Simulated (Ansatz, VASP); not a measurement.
# C in VASP and in Ansatz

```
C
1.0
     0.00000    1.72231    1.72231
     1.72231    0.00000    1.72231
     1.72231    1.72231    0.00000
C
2
Direct
  0.50000 0.50000 0.50000
  0.75000 0.75000 0.75000
```

Alike in both runs: task single point; functional LDA; k mesh 12 × 12 × 12; occupations gaussian, width 0.05 eV; no spin polarisation.

|  | VASP | Ansatz |
| --- | --- | --- |
| version | VASP 6.6.1 | Ansatz 0.2.0 |
| potentials or method | VASP PAW LDA potentials, release 64 (C) | scalar-relativistic, plane waves, PAW |
| plane-wave cutoff (eV) | 520 | 520 |
| valence electrons in the cell | 8 | 8 |

```tsv
	VASP	Ansatz	Ansatz less VASP
gap on the k mesh at the Fermi level (eV)	4.39	4.40	+0.009
least direct gap on the mesh (eV)	5.84	5.84	-0.003
```

Ansatz warned: «pseudo_functional_mismatch».
